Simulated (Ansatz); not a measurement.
C in Ansatz: the effect of target pressure

Crystal: C.

```
C
1.0
     0.00000    1.78337    1.78337
     1.78337    0.00000    1.78337
     1.78337    1.78337    0.00000
C
2
Direct
  0.75000 0.75000 0.75000
  0.50000 0.50000 0.50000
```

This isn't the form of C at room conditions, which is graphite.

Alike in all runs:

```yaml
Program: Ansatz 0.2.0
Task: relaxation of cell and atoms
Functional: PBEsol
Potentials_or_basis: all-electron LAPW, scalar-relativistic
Basis_error_allowed: 0.001 eV/atom
k_mesh: 13 × 13 × 13
Occupations: fermi-dirac, width 0.05 eV
Spin: no spin polarisation
```

Each run relaxes the cell or the atoms first.

```csv
target pressure,relaxed volume (Å³/atom),gap on the mesh (eV)
0 GPa,5.61,4.04
5 GPa,5.55,4.07
10 GPa,5.49,4.09
20 GPa,5.38,4.13
30 GPa,?,?
```

Problem. What does the run with target pressure 30 GPa give?

Solution. Relaxed volume 5.29 Å³/atom; gap on the mesh 4.18 eV.

Worked out: In Murnaghan's law V^(-B') rises as a straight line in P. The other rows fit best with B' = 2.6, V0 = 5.61 Å³/atom and B0 = 452 GPa, which gives 5.28 Å³/atom at 30 GPa, against the run's 5.29. A straight line through the other rows of the gap on the mesh, of slope 0.0044 eV per GPa, extrapolates to 4.18 eV, against the run's 4.18.

Caveats: an odd mesh through Γ misses points on the zone boundary, where band edges often lie.
